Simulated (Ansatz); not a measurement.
# Titanium, hcp under PBE: structure, energy and stiffness, part 2 of 2

The plan for titanium in the hcp structure: relax it, solve it on a dense k-mesh, switch on spin-orbit coupling, then scale the cell to 7 volumes from 88 to 112 % of the relaxed one and try a fit of the equation of state. The start is ferromagnetic. The k-meshes are 12×12×7 for the relaxation; 20×20×11 for the dense run; 12×12×7 for spin-orbit coupling; 20×20×11 for the volumes. The starting cell is the deposited one, from the Crystallography Open Database.

Ansatz 0.2.0; DFT, PBE, plane waves (420 eV) with PAW, scalar-relativistic. The steps go on from the part before.

### Step 3. Dense single point

input.yaml

```yaml
crystal:
  lattice:
    - [2.9388916155, 0.0, 0.0]
    - [-1.4694458078, 2.545154798, 0.0]
    - [0.0, 0.0, 4.6516165707]
  atoms:
    - { symbol: Ti, position: [0.3333333333, 0.6666666667, 0.25], spin: 1.0 }
    - { symbol: Ti, position: [0.6666666667, 0.3333333333, 0.75], spin: 1.0 }
hamiltonian:
  xc: pbe
  pseudopotentials:
    kind: paw
    azcp:
      Ti: "pseudopotentials/Ti.paw.azcp"
basis:
  ecutwfc: 420
  fft_grid_basis: typed
kpoints:
  mp_grid: { grid: [20, 20, 11], shift: [0, 0, 0] }
magnetization:
  spin_polarized: true
scf:
  occupations: { method: fermi_dirac, width: 0.05 }
```

The log of the run (excerpt; [...] marks lines left out):

```text
[...]
Pseudopotentials: kind: paw
Pseudopotential: Ti, paw, valence charge 12, recommended cutoff 420 eV (normal), <dir>
Functional definition: PBE
[...]
Crystal: 2 atoms, lattice volume = 34.794 Å³
Basis set: ecut = 420 eV, 687 PW (Γ)
Bands: 17, of which v1, the nominal top of the filled ones, is band 12 counted from 1 (11 counted from 0)
Symmetry: 24 space group operations
Space group: P63/mmc (ITA 194), of the structure as read, at distance tolerance 3.3e-5 Å
Magnetic group: BNS 194.263 (UNI 1493), of the structure as read, at distance tolerance 3.3e-5 Å
[...]
WARN: the starting moments were not kept: the SCF closed with an absolute magnetisation of 1.3e-6 μB, where they sum to 2 μB in size (2 sites). That is at most 0.1 of that sum. Measured as dr2_m measures the in/out step, that magnetisation stands 2.1e-13 eV from none, at or under the [...]
SCF converged after 10 iterations
Magnetization: 0.0000 μB (12.0000 up, 12.0000 down)
Absolute magnetization: 0.0000 μB (∫|ρ↑−ρ↓|, with the PAW one-centre terms)
Spin contamination: 0.0000 ħ² per cell (⟨S²⟩ above its minimum at these occupations)
Per-site moments (μB) at R_I (Å): [(1.33271636463755e-7, 1.1875711056336333), (1.3327163639270846e-7, 1.1875711056336333)]
Free energy (F): -4999.342203 eV
[...]
E sigma→0 (E₀):  -4999.333613 eV
Entropy (-TS):   -0.017179 eV (-8.589 meV/atom)
Fermi energy:    13.361412 eV
[...]
```

It took 17 s on 2 threads of an x86-64 CPU, shared host; peak memory 0.65 GiB.

### Step 4. With spin-orbit coupling

input.yaml

```yaml
crystal:
  lattice:
    - [2.9388916155, 0.0, 0.0]
    - [-1.4694458078, 2.545154798, 0.0]
    - [0.0, 0.0, 4.6516165707]
  atoms:
    - { symbol: Ti, position: [0.3333333333, 0.6666666667, 0.25], spin: 1.0, spin_axis: [0, 0, 1] }
    - { symbol: Ti, position: [0.6666666667, 0.3333333333, 0.75], spin: 1.0, spin_axis: [0, 0, 1] }
hamiltonian:
  xc: pbe
  pseudopotentials:
    kind: paw_fr
    azcp:
      Ti: "pseudopotentials/Ti.paw.azcp"
basis:
  ecutwfc: 420
  fft_grid_basis: typed
kpoints:
  mp_grid: { grid: [12, 12, 7], shift: [0, 0, 0] }
magnetization:
  noncollinear: true
  spin_orbit: true
scf:
  occupations: { method: fermi_dirac, width: 0.05 }
```

The log of the run (excerpt; [...] marks lines left out):

```text
[...]
Pseudopotentials: kind: paw_fr
Pseudopotential: Ti, paw_fr, valence charge 12, recommended cutoff 420 eV (normal), <dir>
[... 1 set-up line as earlier in the session ...]
[...]
Crystal: 2 atoms, lattice volume = 34.794 Å³
Basis set: ecut = 420 eV, 687 PW (Γ)
Bands: 32, of which v1, the nominal top of the filled ones, is band 24 counted from 1 (23 counted from 0)
Symmetry: 12 space group operations + 12 with time reversal
Magnetic group: BNS 194.270 (UNI 1500), of the structure as read, at distance tolerance 3.3e-5 Å
k-points: 76 of 1008 (time reversal used)
[...]
WARN: the starting moments were not kept: the SCF closed with an absolute magnetisation of 5.1e-6 μB, where they sum to 2 μB in size (2 sites). That is at most 0.1 of that sum. Measured as dr2_m measures the in/out step, that magnetisation stands 3.0e-12 eV from none, at or under the [...]
SCF converged after 16 iterations
Magnetization: |M| = 0.0000 μB,  M = (-0.0000, +0.0000, -0.0000) μB
Absolute magnetization: 0.0000 μB (∫|m|, with the PAW one-centre terms)
  site 0: m = (+0.0000, +0.0000, -0.0000) μB, |m| = 0.0000 μB  (R = 1.19 Å)
  site 1: m = (-0.0000, -0.0000, -0.0000) μB, |m| = 0.0000 μB  (R = 1.19 Å)
Free energy (F): -4999.481506 eV
[...]
E sigma→0 (E₀):  -4999.472652 eV
Entropy (-TS):   -0.017707 eV (-8.853 meV/atom)
Fermi energy:    13.359999 eV
[...]
```

Run time: 24 s. Hardware: 2 threads of an x86-64 CPU, shared host; peak memory 0.62 GiB.

Side by side:

```
                          scalar-relativistic      with spin-orbit coupling
         k-mesh                      20×20×11                       12×12×7
gap on the mesh  none (levels filled in part)  none (levels filled in part)
 magnetic state                  non-magnetic                  non-magnetic
```

The meshes differ, so small differences between the columns need not come from spin-orbit coupling.

### Step 5. The cell scaled to 88 % of its volume

input.yaml

```yaml
crystal:
  lattice:
    - [2.8162927289, 0.0, 0.0]
    - [-1.4081463644, 2.4389810477, 0.0]
    - [0.0, 0.0, 4.4575696008]
  atoms:
    - { symbol: Ti, position: [0.3333333333, 0.6666666667, 0.25], spin: 1.0 }
    - { symbol: Ti, position: [0.6666666667, 0.3333333333, 0.75], spin: 1.0 }
hamiltonian:
  xc: pbe
  pseudopotentials:
    kind: paw
    azcp:
      Ti: "pseudopotentials/Ti.paw.azcp"
basis:
  ecutwfc: 420
  fft_grid_basis: typed
kpoints:
  mp_grid: { grid: [20, 20, 11], shift: [0, 0, 0] }
magnetization:
  spin_polarized: true
scf:
  occupations: { method: fermi_dirac, width: 0.05 }
output:
  stress: true
```

The log of the run (excerpt; [...] marks lines left out):

```text
[...]
[... 3 set-up lines as earlier in the session ...]
[...]
Crystal: 2 atoms, lattice volume = 30.619 Å³
Basis set: ecut = 420 eV, 603 PW (Γ)
Bands: 17, of which v1, the nominal top of the filled ones, is band 12 counted from 1 (11 counted from 0)
[... 1 set-up line as earlier in the session ...]
Space group: P63/mmc (ITA 194), of the structure as read, at distance tolerance 3.1e-5 Å
Magnetic group: BNS 194.263 (UNI 1493), of the structure as read, at distance tolerance 3.1e-5 Å
[...]
WARN: the starting moments were not kept: the SCF closed with an absolute magnetisation of 1.7e-6 μB, where they sum to 2 μB in size (2 sites). That is at most 0.1 of that sum. Measured as dr2_m measures the in/out step, that magnetisation stands 3.3e-13 eV from none, at or under the [...]
Absolute magnetization: 0.0000 μB (∫|ρ↑−ρ↓|, with the PAW one-centre terms)
Spin contamination: 0.0000 ħ² per cell (⟨S²⟩ above its minimum at these occupations)
Per-site moments (μB) at R_I (Å): [(-2.2938357564466746e-7, 1.1380303554359728), (-2.2938357577761934e-7, 1.1380303554359728)]
Free energy (F): -4999.131183 eV
[...]
E sigma→0 (E₀):  -4999.123628 eV
Entropy (-TS):   -0.015110 eV (-7.555 meV/atom)
Fermi energy:    15.494545 eV
[...]
--- Stress (GPa, compression-positive) ---
       17.737884      -0.000000       0.000000
        0.000000      17.737884       0.000000
        0.000000       0.000000      18.075284
  P = ⅓ Tr σ = 17.8504 GPa (178.504 kbar)
```

Run time: 15 s. Hardware: 2 threads of an x86-64 CPU, shared host; peak memory 0.63 GiB.

### Step 6. The cell scaled to 92 % of its volume

Edit input.yaml of step 5 so:

```diff
@@ -2,5 +2,5 @@
   lattice:
-    - [2.8162927289, 0.0, 0.0]
-    - [-1.4081463644, 2.4389810477, 0.0]
-    - [0.0, 0.0, 4.4575696008]
+    - [2.8583331467, 0.0, 0.0]
+    - [-1.4291665734, 2.4753891176, 0.0]
+    - [0.0, 0.0, 4.5241103005]
   atoms:
```

The log of the run (excerpt; [...] marks lines left out):

```text
[...]
[... 3 set-up lines as earlier in the session ...]
[...]
Crystal: 2 atoms, lattice volume = 32.010 Å³
Basis set: ecut = 420 eV, 615 PW (Γ)
Bands: 17, of which v1, the nominal top of the filled ones, is band 12 counted from 1 (11 counted from 0)
[... 1 set-up line as earlier in the session ...]
Space group: P63/mmc (ITA 194), of the structure as read, at distance tolerance 3.2e-5 Å
Magnetic group: BNS 194.263 (UNI 1493), of the structure as read, at distance tolerance 3.2e-5 Å
[...]
WARN: the starting moments were not kept: the SCF closed with an absolute magnetisation of 4.5e-7 μB, where they sum to 2 μB in size (2 sites). That is at most 0.1 of that sum. Measured as dr2_m measures the in/out step, that magnetisation stands 2.0e-14 eV from none, at or under the [...]
Absolute magnetization: 0.0000 μB (∫|ρ↑−ρ↓|, with the PAW one-centre terms)
Spin contamination: 0.0000 ħ² per cell (⟨S²⟩ above its minimum at these occupations)
Per-site moments (μB) at R_I (Å): [(-2.168172321370589e-8, 1.155018387682013), (-2.168172343794788e-8, 1.155018387682013)]
Free energy (F): -4999.254541 eV
[...]
E sigma→0 (E₀):  -4999.246658 eV
Entropy (-TS):   -0.015765 eV (-7.883 meV/atom)
Fermi energy:    14.725829 eV
[...]
--- Stress (GPa, compression-positive) ---
       10.709035       0.000000       0.000000
        0.000000      10.709035       0.000000
        0.000000       0.000000      10.891737
  P = ⅓ Tr σ = 10.7699 GPa (107.699 kbar)
```

Run time: 19 s. Hardware: 2 threads of an x86-64 CPU, shared host; peak memory 0.63 GiB.

### Step 7. The cell scaled to 96 % of its volume

Edit input.yaml of step 6 so:

```diff
@@ -2,5 +2,5 @@
   lattice:
-    - [2.8583331467, 0.0, 0.0]
-    - [-1.4291665734, 2.4753891176, 0.0]
-    - [0.0, 0.0, 4.5241103005]
+    - [2.899171995, 0.0, 0.0]
+    - [-1.4495859975, 2.5107565976, 0.0]
+    - [0.0, 0.0, 4.5887491807]
   atoms:
```

The log of the run (excerpt; [...] marks lines left out):

```text
[...]
[... 3 set-up lines as earlier in the session ...]
[...]
Crystal: 2 atoms, lattice volume = 33.402 Å³
Basis set: ecut = 420 eV, 627 PW (Γ)
Bands: 17, of which v1, the nominal top of the filled ones, is band 12 counted from 1 (11 counted from 0)
[... 2 set-up lines as earlier in the session ...]
Magnetic group: BNS 194.263 (UNI 1493), of the structure as read, at distance tolerance 3.2e-5 Å
[...]
WARN: the starting moments were not kept: the SCF closed with an absolute magnetisation of 2.7e-7 μB, where they sum to 2 μB in size (2 sites). That is at most 0.1 of that sum. Measured as dr2_m measures the in/out step, that magnetisation stands 9.6e-15 eV from none, at or under the [...]
Absolute magnetization: 0.0000 μB (∫|ρ↑−ρ↓|, with the PAW one-centre terms)
Spin contamination: 0.0000 ħ² per cell (⟨S²⟩ above its minimum at these occupations)
Per-site moments (μB) at R_I (Å): [(3.6453911807364394e-8, 1.1715208799415109), (3.645391168880682e-8, 1.1715208799415109)]
Free energy (F): -4999.321736 eV
[...]
E sigma→0 (E₀):  -4999.313503 eV
Entropy (-TS):   -0.016467 eV (-8.234 meV/atom)
Fermi energy:    14.016907 eV
[...]
--- Stress (GPa, compression-positive) ---
        4.850786      -0.000000       0.000000
       -0.000000       4.850786       0.000000
        0.000000       0.000000       4.944690
  P = ⅓ Tr σ = 4.8821 GPa (48.821 kbar)
```

Wall time 20 s (2 threads of an x86-64 CPU, shared host); peak memory 0.64 GiB.

### Step 8. The cell scaled to 100 % of its volume

Edit input.yaml of step 7 so:

```diff
@@ -2,5 +2,5 @@
   lattice:
-    - [2.899171995, 0.0, 0.0]
-    - [-1.4495859975, 2.5107565976, 0.0]
-    - [0.0, 0.0, 4.5887491807]
+    - [2.9388916155, 0.0, 0.0]
+    - [-1.4694458078, 2.545154798, 0.0]
+    - [0.0, 0.0, 4.6516165707]
   atoms:
```

The log of the run (excerpt; [...] marks lines left out):

```text
[...]
[... 3 set-up lines as earlier in the session ...]
[...]
Crystal: 2 atoms, lattice volume = 34.794 Å³
Basis set: ecut = 420 eV, 687 PW (Γ)
Bands: 17, of which v1, the nominal top of the filled ones, is band 12 counted from 1 (11 counted from 0)
[... 2 set-up lines as earlier in the session ...]
Magnetic group: BNS 194.263 (UNI 1493), of the structure as read, at distance tolerance 3.3e-5 Å
[...]
WARN: the starting moments were not kept: the SCF closed with an absolute magnetisation of 1.3e-6 μB, where they sum to 2 μB in size (2 sites). That is at most 0.1 of that sum. Measured as dr2_m measures the in/out step, that magnetisation stands 2.1e-13 eV from none, at or under the [...]
Absolute magnetization: 0.0000 μB (∫|ρ↑−ρ↓|, with the PAW one-centre terms)
Spin contamination: 0.0000 ħ² per cell (⟨S²⟩ above its minimum at these occupations)
Per-site moments (μB) at R_I (Å): [(1.3327163660706503e-7, 1.1875711056336333), (1.3327163647486836e-7, 1.1875711056336333)]
Free energy (F): -4999.342203 eV
[...]
E sigma→0 (E₀):  -4999.333613 eV
Entropy (-TS):   -0.017179 eV (-8.589 meV/atom)
Fermi energy:    13.361412 eV
[...]
--- Stress (GPa, compression-positive) ---
       -0.026294       0.000000       0.000000
        0.000000      -0.026294       0.000000
        0.000000       0.000000      -0.005872
  P = ⅓ Tr σ = -0.0195 GPa (-0.195 kbar)
```

Wall time 23 s (2 threads of an x86-64 CPU, shared host); peak memory 0.66 GiB.

### Step 9. The cell scaled to 104 % of its volume

Edit input.yaml of step 8 so:

```diff
@@ -2,5 +2,5 @@
   lattice:
-    - [2.9388916155, 0.0, 0.0]
-    - [-1.4694458078, 2.545154798, 0.0]
-    - [0.0, 0.0, 4.6516165707]
+    - [2.9775656771, 0.0, 0.0]
+    - [-1.4887828385, 2.5786475178, 0.0]
+    - [0.0, 0.0, 4.7128290715]
   atoms:
```

The log of the run (excerpt; [...] marks lines left out):

```text
[...]
[... 3 set-up lines as earlier in the session ...]
[...]
Crystal: 2 atoms, lattice volume = 36.186 Å³
Basis set: ecut = 420 eV, 687 PW (Γ)
Bands: 17, of which v1, the nominal top of the filled ones, is band 12 counted from 1 (11 counted from 0)
[... 2 set-up lines as earlier in the session ...]
Magnetic group: BNS 194.263 (UNI 1493), of the structure as read, at distance tolerance 3.3e-5 Å
[...]
WARN: the starting moments were not kept: the SCF closed with an absolute magnetisation of 1.4e-6 μB, where they sum to 2 μB in size (2 sites). That is at most 0.1 of that sum. Measured as dr2_m measures the in/out step, that magnetisation stands 2.4e-13 eV from none, at or under the [...]
Absolute magnetization: 0.0000 μB (∫|ρ↑−ρ↓|, with the PAW one-centre terms)
Spin contamination: 0.0000 ħ² per cell (⟨S²⟩ above its minimum at these occupations)
Per-site moments (μB) at R_I (Å): [(3.13500681968255e-8, 1.2031988333717503), (3.1350067912228e-8, 1.2031988333717503)]
Free energy (F): -4999.323764 eV
[...]
E sigma→0 (E₀):  -4999.314810 eV
Entropy (-TS):   -0.017908 eV (-8.954 meV/atom)
Fermi energy:    12.753706 eV
[...]
--- Stress (GPa, compression-positive) ---
       -4.082299      -0.000000       0.000000
       -0.000000      -4.082299       0.000000
        0.000000       0.000000      -4.134844
  P = ⅓ Tr σ = -4.0998 GPa (-40.998 kbar)
```

Run time: 22 s. Hardware: 2 threads of an x86-64 CPU, shared host; peak memory 0.66 GiB.

### Step 10. The cell scaled to 108 % of its volume

Edit input.yaml of step 9 so:

```diff
@@ -2,5 +2,5 @@
   lattice:
-    - [2.9775656771, 0.0, 0.0]
-    - [-1.4887828385, 2.5786475178, 0.0]
-    - [0.0, 0.0, 4.7128290715]
+    - [3.0152603835, 0.0, 0.0]
+    - [-1.5076301917, 2.6112920911, 0.0]
+    - [0.0, 0.0, 4.7724914694]
   atoms:
```

The log of the run (excerpt; [...] marks lines left out):

```text
[...]
[... 3 set-up lines as earlier in the session ...]
[...]
Crystal: 2 atoms, lattice volume = 37.577 Å³
Basis set: ecut = 420 eV, 723 PW (Γ)
Bands: 17, of which v1, the nominal top of the filled ones, is band 12 counted from 1 (11 counted from 0)
[... 2 set-up lines as earlier in the session ...]
Magnetic group: BNS 194.263 (UNI 1493), of the structure as read, at distance tolerance 3.3e-5 Å
[...]
WARN: the starting moments were not kept: the SCF closed with an absolute magnetisation of 1.4e-6 μB, where they sum to 2 μB in size (2 sites). That is at most 0.1 of that sum. Measured as dr2_m measures the in/out step, that magnetisation stands 1.9e-13 eV from none, at or under the [...]
Absolute magnetization: 0.0000 μB (∫|ρ↑−ρ↓|, with the PAW one-centre terms)
Spin contamination: 0.0000 ħ² per cell (⟨S²⟩ above its minimum at these occupations)
Per-site moments (μB) at R_I (Å): [(9.052428203397027e-8, 1.2184308153603838), (9.052428205739019e-8, 1.2184308153603838)]
Free energy (F): -4999.272954 eV
[...]
E sigma→0 (E₀):  -4999.263609 eV
Entropy (-TS):   -0.018689 eV (-9.345 meV/atom)
Fermi energy:    12.188709 eV
[...]
--- Stress (GPa, compression-positive) ---
       -7.452119      -0.000000       0.000000
       -0.000000      -7.452119      -0.000000
        0.000000      -0.000000      -7.572788
  P = ⅓ Tr σ = -7.4923 GPa (-74.923 kbar)
```

Wall time 21 s (2 threads of an x86-64 CPU, shared host); peak memory 0.68 GiB.

### Step 11. The cell scaled to 112 % of its volume

Edit input.yaml of step 10 so:

```diff
@@ -2,5 +2,5 @@
   lattice:
-    - [3.0152603835, 0.0, 0.0]
-    - [-1.5076301917, 2.6112920911, 0.0]
-    - [0.0, 0.0, 4.7724914694]
+    - [3.0520354759, 0.0, 0.0]
+    - [-1.526017738, 2.6431402554, 0.0]
+    - [0.0, 0.0, 4.8306983215]
   atoms:
```

The log of the run (excerpt; [...] marks lines left out):

```text
[...]
[... 3 set-up lines as earlier in the session ...]
[...]
Crystal: 2 atoms, lattice volume = 38.969 Å³
Basis set: ecut = 420 eV, 761 PW (Γ)
Bands: 17, of which v1, the nominal top of the filled ones, is band 12 counted from 1 (11 counted from 0)
[... 1 set-up line as earlier in the session ...]
Space group: P63/mmc (ITA 194), of the structure as read, at distance tolerance 3.4e-5 Å
Magnetic group: BNS 194.263 (UNI 1493), of the structure as read, at distance tolerance 3.4e-5 Å
[...]
WARN: the starting moments were not kept: the SCF closed with an absolute magnetisation of 1.0e-6 μB, where they sum to 2 μB in size (2 sites). That is at most 0.1 of that sum. Measured as dr2_m measures the in/out step, that magnetisation stands 1.2e-13 eV from none, at or under the [...]
Absolute magnetization: 0.0000 μB (∫|ρ↑−ρ↓|, with the PAW one-centre terms)
Spin contamination: 0.0000 ħ² per cell (⟨S²⟩ above its minimum at these occupations)
Per-site moments (μB) at R_I (Å): [(2.5740963832976315e-7, 1.2332911923104557), (2.574096384680056e-7, 1.2332911923104557)]
Free energy (F): -4999.195261 eV
[...]
E sigma→0 (E₀):  -4999.185495 eV
Entropy (-TS):   -0.019532 eV (-9.766 meV/atom)
Fermi energy:    11.661909 eV
[...]
--- Stress (GPa, compression-positive) ---
      -10.247886      -0.000000       0.000000
       -0.000000     -10.247886       0.000000
        0.000000       0.000000     -10.422394
  P = ⅓ Tr σ = -10.3061 GPa (-103.061 kbar)
```

Wall time 23 s (2 threads of an x86-64 CPU, shared host); peak memory 0.68 GiB.

### Step 12. Fitting the volumes

The cell was scaled evenly, with its shape and the fractional positions fixed.

```
V (Å³/atom)  E − E₀ (meV/atom)  P from the stress (GPa)  P from the fit (GPa)
     15.309              105.0                    17.85                 17.83
     16.005               43.5                    10.77                 10.73
     16.701               10.0                     4.88                  4.84
     17.397                0.0                    -0.02                 -0.06
     18.093                9.4                    -4.10                 -4.14
     18.789               35.0                    -7.49                 -7.54
     19.485               74.0                   -10.31                -10.37
```

A third-order Birch-Murnaghan fit gives V₀ = 17.387 Å³/atom, B₀ = 112 GPa and B₀′ = 3.6; it misses no point by more than 0.02 meV/atom.

### Step 13. Results

This closing draws on all 2 parts.

```
                      quantity                                   value
space group (spins left aside)                      P6_3/mmc (No. 194)
             conventional cell  a = 2.939 Å, c = 4.652 Å (c/a = 1.583)
                        volume                          17.397 Å³/atom
             shortest distance                                 2.879 Å
   against the measured volume                 -1.5 % (17.658 Å³/atom)
               gap on the mesh            none (levels filled in part)
                magnetic state                            non-magnetic
                   V₀, B₀, B₀′            17.387 Å³/atom, 112 GPa, 3.6
```

Against experiment, PBE misses the volume by -1.5 %. The deposited cell holds zero-point motion and, unless taken cold, thermal expansion, which account for some of this. The moments die out: the run ends non-magnetic. No gap shows: it is a metal or semimetal at this level. The total energy of the spin-orbit run (on a coarser mesh) lies -70 meV/atom from the scalar one; mesh and treatment of the core enter this figure, so it is no spin-orbit energy. The fitted modulus is 112 GPa; letting shape and positions relax at each volume could only lower it.
